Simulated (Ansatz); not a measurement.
A single-point calculation of CuI in the NiAs structure with the plane-wave code Ansatz, at the level PBE. The cell was relaxed with r2SCAN and then strained (biaxial -5.38 % in x and y, z held), with the atoms relaxed again with r2SCAN; k points keep the names of the unstrained zone.

The input:
```yaml
crystal:
  lattice:
    - [3.9242104324, 0.0, 0.0]
    - [-1.9621052162, 3.3984659243, 0.0]
    - [0.0, 0.0, 6.336356399]
  atoms:
    - { symbol: Cu, position: [0.0, 0.0, 0.0] }
    - { symbol: Cu, position: [0.0, 0.0, 0.5] }
    - { symbol: I, position: [0.3333333333, 0.6666666667, 0.25] }
    - { symbol: I, position: [0.6666666667, 0.3333333333, 0.75] }
kpoints:
  mp_grid: { grid: [12, 12, 4] }
  band_path:
    path:
      - [0.0, 0.0, 0.0]
      - [0.5, 0.0, 0.0]
      - [0.3333333333, 0.3333333333, 0.0]
      - [0.0, 0.0, 0.5]
      - [0.5, 0.0, 0.5]
      - [0.3333333333, 0.3333333333, 0.5]
    npoints: 1
hamiltonian:
  xc: pbe
scf:
  occupations: { method: fermi_dirac, width: 0.02 }
  n_extra_bands: 5
output:
  forces: true
  stress: true
  eigenvalues: true
```

The log, with set-up remarks and timings taken out:
```
scf.n_extra_bands = 5 over 36 filled bands (N_el = 72.0): the run solves 41 bands
Functional definition: PBE
Crystal: 4 atoms, lattice volume = 84.504 Å³
Basis set: ecut = 420 eV, 1689 PW (Γ)
Symmetry: 24 space group operations
Space group: P63/mmc (ITA 194)
k-points: 57 of 576
Free energy (F): -28275.528449 eV
Internal energy: -28275.528060 eV  (E = F + TS)
E sigma→0 (E₀):  -28275.528254 eV
Entropy (-TS):   -0.000389 eV (-0.097 meV/atom)
Fermi energy:    12.570712 eV
--- Stress (GPa, compression-positive) ---
        8.284629       0.000000       0.000000
        0.000000       8.284629       0.000000
        0.000000       0.000000       6.487671
  P = ⅓ Tr σ = 7.6856 GPa (76.856 kbar)
--- Band table (eV; the first three rows and the last of 57) ---
  k-point 0: bands = […, 10.5092, 10.5092, 10.7128, 10.9303, 12.5042, 12.5042, 13.6608, 15.0335, 17.5416, 17.5416, …]
  k-point 1: bands = […, 10.3861, 10.7650, 11.1878, 11.1878, 12.3498, 12.3498, 14.6499, 15.2557, 17.5418, 17.5418, …]
  k-point 2: bands = […, 10.4185, 10.4185, 11.8880, 11.8880, 11.8880, 11.8880, 15.4882, 15.4882, 17.7800, 17.7800, …]
  k-point 56: bands = […, 10.5487, 10.5487, 10.6488, 10.6488, 12.2944, 12.2944, 15.3838, 15.3838, 15.8862, 15.8862, …]
```

The rows of the band table are 0: (0, 0, 0) = Γ, 1: (0, 0, 1/4), 2: (0, 0, -1/2) = A, 56: (1/3, 1/3, -1/2) = H.

Levels at the listed points, from bands.tsv (eV from the Fermi energy, bands near the gap, counted from 0):
```tsv
# k_distance	band_31	band_32	band_33	band_34	band_35	band_36	band_37	band_38	band_39
# fermi_ev = 12.570712
# [0, 0, 0] at k_distance = 0.000000
# [0.5, 0, 0] at k_distance = 0.924415
# [0.3333333333, 0.3333333333, 0] at k_distance = 1.458126
# [0, 0, 0.5] at k_distance = 2.635077
# [0.5, 0, 0.5] at k_distance = 3.559492
# [0.3333333333, 0.3333333333, 0.5] at k_distance = 4.093203
# levels_relative_to = fermi_ev
0.000	-2.062	-1.858	-1.640	-0.066	-0.066	1.090	2.463	4.971	4.971
0.924	-2.039	-1.964	-1.743	-1.072	-0.033	1.946	2.486	2.868	4.170
1.458	-2.023	-1.592	-1.592	-1.370	-1.370	-0.010	5.091	6.467	6.467
2.635	-2.152	-0.683	-0.683	-0.683	-0.683	2.918	2.918	5.209	5.209
3.559	-2.062	-1.336	-1.336	-1.022	-1.022	1.206	1.206	4.246	4.246
4.093	-2.022	-1.922	-1.922	-0.276	-0.276	2.813	2.813	3.316	3.316
```
In order the rows are Γ, M, K, A, L, H.

The PBE gap is indirect, 0.02 eV (M to K), below the direct gap of 1.16 eV at Γ. (This is within a few times the smearing of 0.02 eV, so the filling near the edges can be smeared.) Edges are sought over the mesh and the listed points. At this geometry PBE finds +7.69 GPa, compression counted positive: its own equilibrium volume is larger.

No spin polarisation. The prototype was imposed, so other structures may be more stable.

No spin-orbit coupling is included; it can move band edges with weight on the heavy atoms by tenths of an eV.

Gaps or overlaps of about a tenth of an eV are at the limit of these meshes: between the points read a gap can be smaller or closed.
